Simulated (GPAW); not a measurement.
**TiAl3: equation of state with PBEsol**

TiAl3:

```
CELL_PARAMETERS angstrom
3.95567 0.00000 0.00000
0.00000 3.95567 0.00000
0.00000 0.00000 3.95567
ATOMIC_POSITIONS crystal
Ti 0.00000 0.00000 0.00000
Al 0.00000 0.50000 0.50000
Al 0.50000 0.00000 0.50000
Al 0.50000 0.50000 0.00000
```

The cell comes from a database or a generator and needn't be the stable form of this composition.

| Quantity | Value |
| --- | --- |
| Program | GPAW 26.7.0 |
| Task | equation of state |
| Functional | PBEsol |
| Potentials or basis | PAW data sets generated in the run's folder for this functional |
| Cutoff | 600 eV |
| Basis | pw |
| k mesh | 7 × 7 × 7 |
| Occupations | fermi-dirac, width 0.05 eV |
| Spin | no spin polarisation |

| Quantity | Value |
| --- | --- |
| Equilibrium volume | 15.45 Å³/atom |
| Bulk modulus | 112 GPa |
| Pressure derivative of the bulk modulus | 4.0 |

Energy against volume, from the lowest point:
```tsv
volume (Å³/atom)	energy (meV/atom)
14.545	20.27
14.855	8.44
15.164	1.83
15.474	0.00
15.783	2.43
16.093	8.78
16.402	18.59
```

Run time: 120 s on 1 thread of Arm Neoverse V2, with other jobs on the host, peak memory 0.28 GiB.
